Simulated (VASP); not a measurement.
# KTaO3 (Pm-3m) in VASP: further runs

Aim: see how the results for KTaO3 move with the level of theory and the settings. Levels: LDA, PBE. Tasks: dielectric tensor, band structure.

All numbers are computed with VASP 6.6.1; they aren't measurements. Logs are shortened: lines on timing, memory, paths and dates and some standing lists are left out, and cuts for length are marked.

### 1 The structure

The structure is cubic, space group Pm-3m (No. 221). The conventional cell has a = 3.959 Å, b = 3.959 Å, c = 3.959 Å, α = 90.00°, β = 90.00°, γ = 90.00°. Around K (site symmetry m-3m) lie 12 O at 2.80 Å. Ta (site symmetry m-3m) has 6 O at 1.98 Å as nearest neighbours. O (site symmetry 4/mmm) is surrounded by 2 Ta at 1.98 Å.

### 2 Dielectric tensor, LDA

File INCAR:

```
ALGO = Fast ; EDIFF = 1E-8
ENCUT = 600 ; ISIF = 2
ISMEAR = 0 ; KPAR = 2
LASPH = T ; LCHARG = F
LEPSILON = T ; LREAL = F
LWAVE = F ; NELM = 80
PREC = Accurate ; SIGMA = 0.03
```

File KPOINTS:

```
k-points
0
Monkhorst-Pack
  10 10 10
```

File POSCAR:

```
KTaO3                                   
1.0
    3.9589256252      0.0000000000      0.0000000000
    0.0000000000      3.9589256252      0.0000000000
    0.0000000000      0.0000000000      3.9589256252
  K               Ta              O             
     1     1     3
Direct
     0.5000000000000000    0.5000000000000000    0.5000000000000000
     0.0000000000000000    0.0000000000000000    0.0000000000000000
     0.5000000000000000    0.0000000000000000    0.0000000000000000
     0.0000000000000000    0.5000000000000000    0.0000000000000000
     0.0000000000000000    0.0000000000000000    0.5000000000000000
```

Potentials or basis: VASP PAW LDA potentials, release 64 (K_sv, Ta_pv, O).

Command:

```bash
$ cat potpaw_LDA.64/K_sv/POTCAR potpaw_LDA.64/Ta_pv/POTCAR potpaw_LDA.64/O/POTCAR > POTCAR
$ mpirun -np 2 vasp_std > vasp.out
```

OUTCAR:

```text
EDIFF = 1E-8
   ENCUT = 600
   ISIF = 2
   ISMEAR = 0
   LASPH = T
   LEPSILON = T
   LREAL = F
   NELM = 80
   PREC = Accurate

 ion  position               nearest neighbor table
   1  0.500  0.500  0.500-   3 2.80   4 2.80   5 2.80   3 2.80   4 2.80   3 2.80   5 2.80   3 2.80
                             4 2.80   5 2.80   4 2.80   5 2.80   2 3.43   2 3.43   2 3.43   2 3.43
   2  0.000  0.000  0.000-   3 1.98   4 1.98   5 1.98   5 1.98   4 1.98   3 1.98   1 3.43   1 3.43
                             1 3.43   1 3.43   1 3.43   1 3.43   1 3.43   1 3.43
   3  0.500  0.000  0.000-   2 1.98   2 1.98   1 2.80   1 2.80   1 2.80   1 2.80
   4  0.000  0.500  0.000-   2 1.98   2 1.98   1 2.80   1 2.80   1 2.80   1 2.80
   5  0.000  0.000  0.500-   2 1.98   2 1.98   1 2.80   1 2.80   1 2.80   1 2.80

  LATTYP: Found a simple cubic cell.
 ALAT       =     3.9589256252

  Lattice vectors:

 A1 = (   3.9589256252,   0.0000000000,   0.0000000000)
 A2 = (   0.0000000000,   3.9589256252,   0.0000000000)
 A3 = (   0.0000000000,   0.0000000000,   3.9589256252)

Analysis of symmetry for initial positions (statically):
=====================================================================
 Subroutine PRICEL returns:
 Original cell was already a primitive cell.

 Routine SETGRP: Setting up the symmetry group for a
 simple cubic supercell.

 Subroutine GETGRP returns: Found 48 space group operations
 (whereof 48 operations were pure point group operations)
 out of a pool of 48 trial point group operations.

The static configuration has the point symmetry O_h .

Analysis of symmetry for dynamics (positions and initial velocities):
=====================================================================
 Subroutine PRICEL returns:
 Original cell was already a primitive cell.

 Routine SETGRP: Setting up the symmetry group for a
 simple cubic supercell.

 Subroutine GETGRP returns: Found 48 space group operations
 (whereof 48 operations were pure point group operations)
 out of a pool of 48 trial point group operations.

The dynamic configuration has the point symmetry O_h .

 Subroutine INISYM returns: Found 48 space group operations
 (whereof 48 operations are pure point group operations),
 and found     1 'primitive' translations

----------------------------------------------------------------------------------------

                                     Primitive cell

  volume of cell :      62.0486

  direct lattice vectors                    reciprocal lattice vectors
     3.958925625  0.000000000  0.000000000     0.252593783  0.000000000  0.000000000
     0.000000000  3.958925625  0.000000000     0.000000000  0.252593783  0.000000000
     0.000000000  0.000000000  3.958925625     0.000000000  0.000000000  0.252593783

  length of vectors
     3.958925625  3.958925625  3.958925625     0.252593783  0.252593783  0.252593783

  position of ions in fractional coordinates (direct lattice)
     0.500000000  0.500000000  0.500000000
     0.000000000  0.000000000  0.000000000
     0.500000000  0.000000000  0.000000000
     0.000000000  0.500000000  0.000000000
     0.000000000  0.000000000  0.500000000

  ion indices of the primitive-cell ions
   primitive index   ion index
                 1           1
                 2           2
                 3           3
                 4           4
                 5           5

----------------------------------------------------------------------------------------

 KPOINTS: k-points

Automatic generation of k-mesh.
 Grid dimensions read from file:
 generate k-points for:   10   10   10

 Generating k-lattice:

  Cartesian coordinates                     Fractional coordinates (reciprocal lattice)
[... 97 lines left out ...]
 NGX is ok and might be reduce to    32
   NGX = 15   NGY = 15   NGZ = 15

--------------------------------------- Ionic step        1  -------------------------------------------

 number of electron      37.9999982 magnetization

 E-fermi :   1.8049     XC(G=0): -11.5431

 val. band max:        1.6473185761   @ k =   0.4500   0.4500   0.4500
 cond. band min:       3.9032350865   @ k =   0.0500   0.0500   0.0500
 fundamental gap:      2.2559165104
 Fermi energy:         1.8049306044

 k-point     1 :       0.0500    0.0500    0.0500
  band No.  band energies     occupation
      1     -32.1394      2.00000
      2     -32.1393      2.00000
      3     -32.1393      2.00000
      4     -25.1768      2.00000
      5     -15.6328      2.00000
      6     -14.8955      2.00000
[... 613 lines left out ...]
     22       7.6902      0.00000
     23      10.5518      0.00000

 [... further k-points ...]

  FORCE on cell =-STRESS in cart. coord.  units (eV):
  Direction    XX          YY          ZZ          XY          YZ          ZX
  --------------------------------------------------------------------------------------
  -------------------------------------------------------------------------------------
  Total       -0.0113088     -0.0113088     -0.0113088      0.0000000      0.0000000     -0.0000000
  in kB       -0.2920093     -0.2920093     -0.2920093      0.0000000      0.0000000     -0.0000000
  external PRESSURE =      -0.2920093 kB  Pullay stress =       0.0000000 kB

 VOLUME and BASIS-vectors are now :
 -----------------------------------------------------------------------------
  energy-cutoff  :      600.00
  volume of cell :       62.05
      direct lattice vectors                 reciprocal lattice vectors
     3.958925625  0.000000000  0.000000000     0.252593783  0.000000000  0.000000000
     0.000000000  3.958925625  0.000000000     0.000000000  0.252593783  0.000000000
     0.000000000  0.000000000  3.958925625     0.000000000  0.000000000  0.252593783

 POSITION                                       TOTAL-FORCE (eV/Angst)
 -----------------------------------------------------------------------------------
      1.97946      1.97946      1.97946         0.000000      0.000000      0.000000
      0.00000      0.00000      0.00000         0.000000      0.000000      0.000000
      1.97946      0.00000      0.00000         0.000000      0.000000      0.000000
      0.00000      1.97946      0.00000         0.000000      0.000000      0.000000
      0.00000      0.00000      1.97946         0.000000      0.000000      0.000000
 -----------------------------------------------------------------------------------
    total drift:                                0.000000      0.000000     -0.000000

  FREE ENERGIE OF THE ION-ELECTRON SYSTEM (eV)
  ---------------------------------------------------
  free  energy   TOTEN  =       -45.0675358616 eV

  energy  without entropy=      -45.0675358616  energy(sigma->0) =      -45.06753586

 HEAD OF MICROSCOPIC STATIC DIELECTRIC TENSOR (INDEPENDENT PARTICLE, excluding Hartree and local field effects)
 ------------------------------------------------------
           5.715741     0.000000    -0.000000
           0.000000     5.715741     0.000000
          -0.000000     0.000000     5.715741
 ------------------------------------------------------

 Free energy of the ion-electron system (eV)
  ---------------------------------------------------
  ---------------------------------------------------
  free energy    TOTEN  =        -0.80743150 eV

  energy without entropy =       -0.80743150

------------------------ aborting loop because EDIFF is reached ----------------------------------------

--------------------------------------- Ionic step        2  -------------------------------------------

------------------------ aborting loop because EDIFF is reached ----------------------------------------

--------------------------------------- Ionic step        3  -------------------------------------------

 Free energy of the ion-electron system (eV)
  ---------------------------------------------------
  ---------------------------------------------------
  free energy    TOTEN  =        -0.80743179 eV

  energy without entropy =       -0.80743179

------------------------ aborting loop because EDIFF is reached ----------------------------------------

 PIEZOELECTRIC TENSOR FIELD DIRECTION 3  (e Angst)
 -----------------------------------------------------------------------------
     0.00528  0.00000  0.00000           ( -0.00004  0.00000  0.00000)
     0.00000  0.00528 -0.00000           (  0.00000 -0.00004 -0.00000)
    -0.00000  0.00000 -0.01051           (  0.00000 -0.00000  0.00000)

 PIEZOELECTRIC TENSOR FIELD DIRECTION 3  (C/m^2)
 -----------------------------------------------------------------------------
     0.00136  0.00000  0.00000
     0.00000  0.00136 -0.00000
    -0.00000  0.00000 -0.00271

 MACROSCOPIC STATIC DIELECTRIC TENSOR (including local field effects in DFT)
 ------------------------------------------------------
           5.525448     0.000000     0.000000
           0.000000     5.525448     0.000000
          -0.000000    -0.000000     5.525448
 ------------------------------------------------------

 PIEZOELECTRIC TENSOR (including local field effects)  for field in x, y, z        (e  Angst)
          XX          YY          ZZ          XY          YZ          ZX
  --------------------------------------------------------------------------------
  x     0.00000     0.00000     0.00000     0.00000     0.00000     0.00000
  y     0.00000     0.00000     0.00000     0.00000     0.00000     0.00000
  z     0.00000     0.00000     0.00000     0.00000     0.00000     0.00000

 PIEZOELECTRIC TENSOR (including local field effects)  for field in x, y, z        (C/m^2)
          XX          YY          ZZ          XY          YZ          ZX
  --------------------------------------------------------------------------------
  x     0.00000     0.00000     0.00000     0.00000     0.00000     0.00000
  y     0.00000     0.00000     0.00000     0.00000     0.00000     0.00000
  z     0.00000     0.00000     0.00000     0.00000     0.00000     0.00000

 BORN EFFECTIVE CHARGES (including local field effects) (in |e|, cummulative output)
 ---------------------------------------------------------------------------------
 ion    1
    1     1.15165    -0.00000     0.00000
    2    -0.00000     1.15165     0.00000
    3    -0.00000     0.00000     1.15165
 ion    2
    1     8.78182     0.00000     0.00000
    2     0.00000     8.78182    -0.00000
    3     0.00000     0.00000     8.78182
 ion    3
    1    -6.54436    -0.00000    -0.00000
    2    -0.00000    -1.69455     0.00000
    3     0.00000    -0.00000    -1.69455
 ion    4
    1    -1.69455    -0.00000     0.00000
    2    -0.00000    -6.54436    -0.00000
    3     0.00000     0.00000    -1.69455
 ion    5
    1    -1.69455     0.00000    -0.00000
    2     0.00000    -1.69455     0.00000
    3    -0.00000    -0.00000    -6.54436
```

Wall time 5.8 min (2 MPI ranks of Intel Xeon 6975P-C (Granite Rapids), shared host); peak memory 0.41 GiB.

What came out:

| Quantity | Value |
| --- | --- |
| Electronic dielectric tensor (diagonal) | 5.53 |
| Born charges (mean of the diagonal) | K +1.15; Ta +8.78; O -3.31 e |

Electronic dielectric tensor:
```
5.53 0.00 0.00
0.00 5.53 0.00
0.00 0.00 5.53
```

Born effective charge tensors (e):
atom 1, K
```
1.15 0.00 0.00
0.00 1.15 0.00
0.00 0.00 1.15
```
atom 2, Ta
```
8.78 0.00 0.00
0.00 8.78 0.00
0.00 0.00 8.78
```
atom 3, O
```
-6.54  0.00  0.00
 0.00 -1.69  0.00
 0.00  0.00 -1.69
```
atom 4, O
```
-1.69  0.00  0.00
 0.00 -6.54  0.00
 0.00  0.00 -1.69
```
atom 5, O
```
-1.69  0.00  0.00
 0.00 -1.69  0.00
 0.00  0.00 -6.54
```

The run has no spin-orbit coupling, so splittings on Ta are missing.

### 3 Band structure, PBE

This run uses another cell than the first one, of 12.70 Å³/atom, 1.023 times its volume.

File INCAR:

```
PREC = Accurate
ENCUT = 520
EDIFF = 1E-7
ISMEAR = 0
SIGMA = 0.03
LREAL = False
LASPH = True
NELM = 80
ALGO = Fast
ISIF = 2
LWAVE = False
LCHARG = False
LMAXMIX = 4
GGA = PE
NBANDS = 27
KPAR = 2
```

File KPOINTS:

```
Automatic mesh
0
Gamma
  8 8 8
```

Edit POSCAR of step 2 so:

```diff
@@ -2,5 +2,5 @@
 1.0
-    3.9589256252      0.0000000000      0.0000000000
-    0.0000000000      3.9589256252      0.0000000000
-    0.0000000000      0.0000000000      3.9589256252
+    3.9890690789      0.0000000000      0.0000000000
+    0.0000000000      3.9890690789      0.0000000000
+    0.0000000000      0.0000000000      3.9890690789
   K               Ta              O
```

File KPOINTS_OPT:

```
explicit points
158
Reciprocal
 0.0000000000  0.0000000000  0.0000000000 1
 0.0000000000  0.0357142857  0.0000000000 1
 0.0000000000  0.0714285714  0.0000000000 1
 0.0000000000  0.1071428571  0.0000000000 1
 0.0000000000  0.1428571429  0.0000000000 1
 0.0000000000  0.1785714286  0.0000000000 1
[... 150 lines left out ...]
 0.0157094500  0.4842905500  0.0000000000 1
-0.0157094500  0.5157094500  0.0000000000 1
```

Potentials or basis: VASP PAW PBE potentials, release 64 (K_sv, Ta_pv, O).

Command:

```bash
$ cat potpaw_PBE.64/K_sv/POTCAR potpaw_PBE.64/Ta_pv/POTCAR potpaw_PBE.64/O/POTCAR > POTCAR
$ mpirun -np 2 vasp_std > vasp.out
```

Run time: 64 s. Hardware: 2 MPI ranks of Intel Xeon Platinum 8559C (Emerald Rapids), shared host; peak memory 0.23 GiB.

It converged, with:

```yaml
Free_energy: -41.0314 eV
Pressure: 6.0 GPa
Band_gap_on_the_k_mesh: 2.17 eV, indirect (least direct gap 2.80 eV)
Band_gap_along_the_path: 2.17 eV, indirect (least direct gap 2.80 eV)
```

Levels at the corners of the path, in eV from the valence-band top:
```
point  band 17  band 18  band 19  band 20  band 21  band 22
    Γ    -0.62    -0.62    -0.62     2.17     2.17     2.17
    X    -1.51    -0.85    -0.85     2.33     5.02     5.02
    X    -1.51    -0.85    -0.85     2.33     5.02     5.02
    M    -1.43    -1.43    -0.04     5.05     5.05     6.34
    M    -1.43    -1.43    -0.04     5.05     5.05     6.34
    Γ    -0.62    -0.62    -0.62     2.17     2.17     2.17
    Γ    -0.62    -0.62    -0.62     2.17     2.17     2.17
    R     0.00     0.00     0.00     6.47     6.47     6.47
    R     0.00     0.00     0.00     6.47     6.47     6.47
    X    -1.51    -0.85    -0.85     2.33     5.02     5.02
    M    -1.43    -1.43    -0.04     5.05     5.05     6.34
    R     0.00     0.00     0.00     6.47     6.47     6.47
```

Caveat: spin-orbit coupling is left out, which moves the levels of the heavy elements. As with any semilocal functional, this PBE gap is likely too small.

### 4 Band structure, LDA

This run uses another cell than the first one, of 12.70 Å³/atom, 1.023 times its volume.

Edit INCAR of step 3 so:

```diff
@@ -13,3 +13,3 @@
 LMAXMIX = 4
-GGA = PE
+GGA = CA
 NBANDS = 27
```

KPOINTS is that of step 3.

POSCAR is that of step 3.

KPOINTS_OPT is that of step 3.

Potentials or basis: VASP PAW LDA potentials, release 64 (K_sv, Ta_pv, O).

Command:

```bash
$ cat potpaw_LDA.64/K_sv/POTCAR potpaw_LDA.64/Ta_pv/POTCAR potpaw_LDA.64/O/POTCAR > POTCAR
$ mpirun -np 2 vasp_std > vasp.out
```

Wall time 61 s (2 MPI ranks of Intel Xeon Platinum 8559C (Emerald Rapids), shared host); peak memory 0.21 GiB.

It converged, with:

| Item | Value |
| --- | --- |
| Free energy | -45.0406 eV |
| Pressure | -4.6 GPa |
| Band gap on the k mesh | 2.02 eV, indirect (least direct gap 2.65 eV) |
| Band gap along the path | 2.02 eV, indirect (least direct gap 2.65 eV) |

Levels at the corners of the path, in eV from the valence-band top:
| point | band 17 | band 18 | band 19 | band 20 | band 21 | band 22 |
| --- | --- | --- | --- | --- | --- | --- |
| Γ | -0.63 | -0.63 | -0.63 | 2.02 | 2.02 | 2.02 |
| X | -1.56 | -0.86 | -0.86 | 2.18 | 4.93 | 4.93 |
| X | -1.56 | -0.86 | -0.86 | 2.18 | 4.93 | 4.93 |
| M | -1.45 | -1.45 | -0.04 | 4.97 | 4.97 | 6.25 |
| M | -1.45 | -1.45 | -0.04 | 4.97 | 4.97 | 6.25 |
| Γ | -0.63 | -0.63 | -0.63 | 2.02 | 2.02 | 2.02 |
| Γ | -0.63 | -0.63 | -0.63 | 2.02 | 2.02 | 2.02 |
| R | 0.00 | 0.00 | 0.00 | 6.39 | 6.39 | 6.39 |
| R | 0.00 | 0.00 | 0.00 | 6.39 | 6.39 | 6.39 |
| X | -1.56 | -0.86 | -0.86 | 2.18 | 4.93 | 4.93 |
| M | -1.45 | -1.45 | -0.04 | 4.97 | 4.97 | 6.25 |
| R | 0.00 | 0.00 | 0.00 | 6.39 | 6.39 | 6.39 |

Caveat: spin-orbit coupling is left out, which moves the levels of the heavy elements.

### 5 Overview

| task | level | potentials or basis | cell | k mesh | cutoff (eV) | monkhorst-Pack mesh | further INCAR settings | gap on the mesh (eV) | pressure (GPa) |
| --- | --- | --- | --- | --- | --- | --- | --- | --- | --- |
| dielectric tensor | LDA | VASP PAW LDA potentials, release 64 (K_sv, Ta_pv, O) | Pm-3m, 12.41 Å³/atom | 10 × 10 × 10 | 600 | yes | ALGO = Fast; EDIFF = 1e-08 | - | - |
| band structure | PBE | VASP PAW PBE potentials, release 64 (K_sv, Ta_pv, O) | Pm-3m, 12.7 Å³/atom | 8 × 8 × 8 | 520 | - | ALGO = Fast; EDIFF = 1e-07; NBANDS = 27 | 2.17 | 6.0 |
| band structure | LDA | VASP PAW LDA potentials, release 64 (K_sv, Ta_pv, O) | Pm-3m, 12.7 Å³/atom | 8 × 8 × 8 | 520 | - | ALGO = Fast; EDIFF = 1e-07; NBANDS = 27 | 2.02 | -4.6 |

Alike in all rows: no spin polarisation; smearing gaussian 0.03 eV.

Caveats: spin-orbit coupling is left out, which moves the levels of the heavy elements (some runs).

Absolute energies hang on the potentials; compare differences alone.
